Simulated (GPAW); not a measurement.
KMgF3:

```
K Mg F
1.0
     3.98590    0.00000    0.00000
     0.00000    3.98590    0.00000
     0.00000    0.00000    3.98590
K Mg F
1 1 3
Direct
  0.50000 0.50000 0.50000
  0.00000 0.00000 0.00000
  0.00000 0.00000 0.50000
  0.00000 0.50000 0.00000
  0.50000 0.00000 0.00000
```

Base run:

```yaml
Program: GPAW 26.7.0
Functional: LDA
Potentials_or_basis: the program's PAW data sets (release 1.2.1) made for this functional
Cutoff: 650 eV
Basis: pw
k_mesh: 6 × 6 × 6
Occupations: fermi-dirac, width 0.001 eV
Spin: no spin polarisation
```

Its results: band gap on the k mesh 6.96 eV, indirect (least direct gap 7.29 eV); electronic dielectric tensor (diagonal) 2.05.

Question: The run is repeated on the same cell with these changes: functional from LDA to RPBE. What comes out?

Answer: Band gap on the k mesh 7.63 eV, indirect (least direct gap 7.95 eV); electronic dielectric tensor (diagonal) 1.95.

Caveats: the long-wavelength limit can be off by a per cent or two; an odd mesh through Γ misses points on the zone boundary, where band edges often lie.

Not every run made on this cell is shown here.
